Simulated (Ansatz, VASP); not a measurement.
## Two plane-wave programs on Be

File INCAR:

```
SYSTEM = Be
PREC = Accurate
ENCUT = 520
EDIFF = 1E-6
ISMEAR = -1
SIGMA = 0.1
LREAL = .FALSE.
LASPH = .TRUE.
NELM = 80
ALGO = Normal
ISIF = 2
LWAVE = .FALSE.
LCHARG = .FALSE.
GGA = PE
NBANDS = 7
```

File KPOINTS:

```
regular mesh
0
G
  20 20 20
  0 0 0
```

Contents of POSCAR:

```
Be
1.0
   -1.2164521971      1.2164521971      1.2164521971
    1.2164521971     -1.2164521971      1.2164521971
    1.2164521971      1.2164521971     -1.2164521971
Be
1
Direct
    0.0000000000      0.0000000000      0.0000000000
```

Input for Ansatz:

```yaml
crystal:
  lattice:
    - [-1.2164521971, 1.2164521971, 1.2164521971]
    - [1.2164521971, -1.2164521971, 1.2164521971]
    - [1.2164521971, 1.2164521971, -1.2164521971]
  atoms:
    - { symbol: Be, position: [0.0, 0.0, 0.0] }
hamiltonian:
  xc: pbe
  pseudopotentials:
    kind: paw
    azcp:
      Be: "pseudopotentials/Be.paw.azcp"
basis:
  ecutwfc: 420
  fft_grid_basis: typed
kpoints:
  mp_grid: { grid: [20, 20, 20], shift: [0, 0, 0] }
magnetization:
  spin_polarized: false
scf:
  occupations: { method: fermi_dirac, width: 0.1 }
  lower_state_search: "off"
output:
  stress: true
  write_density: true
  write_potential: true
  elf: true
  volumetric_format: npy
```

Alike in both runs: task single point; functional PBE; k mesh 20 × 20 × 20; occupations fermi-dirac, width 0.1 eV; no spin polarisation.

|  | VASP | Ansatz |
| --- | --- | --- |
| version | VASP 6.6.1 | Ansatz 0.2.0 |
| potentials or method | VASP PAW PBE potentials, release 64 (Be) | plane waves (420 eV) with PAW, scalar-relativistic |
| plane-wave cutoff (eV) | 520 | 420 |
| valence electrons in the cell | 2 | 2 |

|  | VASP | Ansatz | Ansatz less VASP |
| --- | --- | --- | --- |
| pressure (GPa) | 11.9 | 11.7 | -0.20 |
